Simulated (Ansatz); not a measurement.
# NbC: a prediction, then the measurements

All numbers below come from DFT PBE, scalar-relativistic, plane waves, PAW in Ansatz.

Plane waves to 420 eV, a k mesh through Γ of 22×22×22 on the computed 2-atom cell and Gaussian smearing (0.10 eV); no spin polarisation.

Relaxed structure:

```cif
data_structure
_symmetry_space_group_name_H-M 'Fm-3m'
_symmetry_Int_Tables_number 225
_cell_length_a 4.4851
_cell_length_b 4.4851
_cell_length_c 4.4851
_cell_angle_alpha 90.000
_cell_angle_beta 90.000
_cell_angle_gamma 90.000
_cell_volume 90.22
loop_
_atom_site_label
_atom_site_type_symbol
_atom_site_symmetry_multiplicity
_atom_site_Wyckoff_symbol
_atom_site_fract_x
_atom_site_fract_y
_atom_site_fract_z
_atom_site_occupancy
Nb1 Nb 4 a 0.00000 0.00000 0.00000 1
C1 C 4 b 0.50000 0.00000 0.00000 1
```

```json
{
 "Space group": "Fm-3m (No. 225)",
 "Volume per atom": "11.28 Å³",
 "Formation energy from the elements' standard states (uncorrected)": "-0.543 eV/atom",
 "Kohn–Sham band gap": "none (metal)",
 "Density of states at the Fermi level": "0.7 states/eV per cell",
 "Orbital (Löwdin) character within 0.5 eV of the Fermi level": "Nb 4d 72 %, C 2p 24 %",
 "Bulk modulus": "300 GPa",
 "Its pressure derivative": "4.2",
 "Bader charge by site (e)": "Nb (1 in the cell) 1.75, C (1 in the cell) -1.75"
}
```

**Against measurements.**

A measured lattice constant a of NbC is 4.4691 Å (293.15 K; a printed reference work (data compilation)); the calculated 4.485 Å exceeds it by 0.4 %. The calculation is for 0 K without zero-point motion.

It was relaxed from a cell as deposited in COD. Löwdin shares on free-atom orbitals overweight diffuse shells.
